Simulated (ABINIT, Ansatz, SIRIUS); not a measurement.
Hf: programs and potentials compared

```
Hf
1.0
     2.87899    0.01089    0.03128
     0.01089    2.89249   -0.00365
     0.03128   -0.00365    2.97118
Hf
1
Cartesian
  1.4843 1.4459 1.5020
```

This isn't the form of Hf at room conditions, which is hcp.

The given cell was strained at random by a few per cent at fixed volume.

Alike in all runs: task single point; functional PBE; k mesh 9 × 9 × 9; occupations fermi-dirac, width 0.05 eV; no spin polarisation; no spin-orbit coupling. Pressure is positive in compression and, in plane waves, holds the error of the finite cutoff, which Ansatz's Pulay term estimates and takes out.

```csv
program and potentials,plane-wave cutoff (eV),notes,pressure (GPa),energy over the undisturbed cell (meV/atom)
"Ansatz, all-electron LAPW, scalar-relativistic",-,-,0.15,-
"Ansatz, Ansatz PAW (earlier soft set)",420,26 valence electrons an atom on average; Pulay term of +0.03 GPa included,0.15,2.74
"SIRIUS, PseudoDojo 0.4.1 PBE standard (scalar relativistic)",807,12 valence electrons an atom on average,0.33,2.80
"ABINIT, JTH PAW PBE v2.0",517,12 valence electrons an atom on average,0.12,2.86
```

The pressure spans 0.12 (ABINIT, JTH PAW PBE v2.0) to 0.33 GPa (SIRIUS, PseudoDojo 0.4.1 PBE standard (scalar relativistic)), with all-electron results at 0.15.

Differences between rows come from potentials, basis sets and numerical settings, since the functional is the same but for its coding. Runs on potential files found faulty are left out.
